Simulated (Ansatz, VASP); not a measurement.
# NaCl in VASP and in Ansatz

```
Cl Na
1.0
     0.00000    2.79406    2.79406
     2.79406    0.00000    2.79406
     2.79406    2.79406    0.00000
Cl Na
1 1
Direct
  0.50000 0.50000 0.50000
  0.00000 0.00000 0.00000
```

The cell is a database's computed one.

Alike in both runs: task single point; functional PBE; k mesh 6 × 6 × 6; occupations fermi-dirac, width 0.06 eV; no spin polarisation.

|  | VASP | Ansatz |
| --- | --- | --- |
| version | VASP 6.6.1 | Ansatz 0.2.0 |
| potentials or method | VASP PAW PBE potentials, release 64 (Cl, Na_pv), cutoff 520 eV | all-electron LAPW, scalar-relativistic |

VASP gave:

```
gap on the k mesh at the Fermi level (eV) : 5.22
least direct gap on the mesh (eV)         : 5.22
pressure (GPa)                            : 1.5
```

**Question.** Estimate Ansatz's values.

**Answer.** gap on the k mesh at the Fermi level (eV): 5.22; least direct gap on the mesh (eV): 5.22; pressure (GPa): 1.6.

Ansatz ran all-electron here, so the differences hold the error of VASP's frozen core and of both bases.

As with any semilocal functional, this PBE gap is likely too small.
